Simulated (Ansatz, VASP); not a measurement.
**KMgF3: programs and potentials compared**

```
K Mg F
1.0
     3.98590    0.00000    0.00000
     0.00000    3.98590    0.00000
     0.00000    0.00000    3.98590
K Mg F
1 1 3
Direct
  0.50000 0.50000 0.50000
  0.00000 0.00000 0.00000
  0.00000 0.00000 0.50000
  0.00000 0.50000 0.00000
  0.50000 0.00000 0.00000
```

Alike in all runs: task equation of state; functional PBEsol; k mesh 7 × 7 × 7; occupations fermi-dirac, width 0.05 eV; no spin polarisation; no spin-orbit coupling.

```csv
program and potentials,plane-wave cutoff (eV),notes,equilibrium volume (Å³/atom),bulk modulus (GPa)
"Ansatz, Ansatz PAW",420,"potentials made for PBE, which Ansatz adapts in part",12.72,72.3
"Ansatz, all-electron LAPW, scalar-relativistic",-,-,?,?
"VASP, PBE PAW files F, K_sv, Mg, 520 eV",520,potentials made for PBE,12.71,73.3
```

Estimate from the other rows what the run with Ansatz, all-electron LAPW, scalar-relativistic gave.

Equilibrium volume 12.72 Å³/atom; bulk modulus 72.1 GPa. The other rows, which needn't bracket it: equilibrium volume 12.71 to 12.72; bulk modulus 72.3 to 73.3.
